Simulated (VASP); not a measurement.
Input of a VASP 6.6.1 run:

The input POSCAR:

```
Sn
1.0
    0.0000000000      3.2370353991      3.2370353991
    3.2370353991      0.0000000000      3.2370353991
    3.2370353991      3.2370353991      0.0000000000
  Sn
     2
Direct
     0.0000000000000000    0.0000000000000000    0.0000000000000000
     0.2500000000000000    0.2500000000000000    0.2500000000000000
```

Contents of INCAR.step1:

```
ALGO = Fast
EDIFF = 1E-8
EDIFFG = -0.002
ENCUT = 600
IBRION = 2
ISIF = 3
ISMEAR = 0
LASPH = True
LCHARG = False
LREAL = False
LWAVE = False
NELM = 80
NSW = 40
PREC = Accurate
SIGMA = 0.03
```

File INCAR.step2:

```
ALGO = Fast
EDIFF = 1E-8
ENCUT = 600
IBRION = 6
ISIF = 2
ISMEAR = 0
LASPH = True
LCHARG = False
LREAL = False
LWAVE = False
NELM = 80
NFREE = 2
NSW = 1
POTIM = 0.015
PREC = Accurate
SIGMA = 0.03
```

Contents of KPOINTS:

```
k-points
0
Gamma
  10 10 10
```

Potentials or basis: VASP PAW LDA potentials, release 64 (Sn_d).

Run with:

```bash
$ cat potpaw_LDA.64/Sn_d/POTCAR > POTCAR
$ cp INCAR.step1 INCAR
$ mpirun -np 1 vasp_std > vasp.out
$ cp CONTCAR POSCAR
$ cp INCAR.step2 INCAR
$ mpirun -np 1 vasp_std > vasp.out
```

(1) Estimate the highest phonon frequency at Γ.

Answers

(1) 183 cm⁻¹.
